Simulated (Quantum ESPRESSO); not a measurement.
The system is BAs.

```
CELL_PARAMETERS angstrom
0.00000 2.38850 2.38850
2.38850 0.00000 2.38850
2.38850 2.38850 0.00000
ATOMIC_POSITIONS crystal
As 0.75000 0.75000 0.75000
B 0.00000 0.00000 0.00000
```

Base run:

- Program: Quantum ESPRESSO 7.5
- Functional: PBE
- Potentials or basis: PseudoDojo 0.4 SR PBE stringent
- Cutoff: 1415 eV
- Density cutoff: 5660 eV
- k mesh: 6 × 6 × 6
- Occupations: fixed
- Spin: no spin polarisation

Its results: band gap on the k mesh, mean-field level 1.29 eV, indirect (least direct gap 3.29 eV).

The run is repeated on the same cell with these changes: k mesh from 6 × 6 × 6 to 4 × 4 × 4. What comes out?

Band gap on the k mesh, mean-field level 1.45 eV, indirect (least direct gap 3.29 eV).

Caveats: some runs use coarse meshes.

A k mesh can miss the band edges.
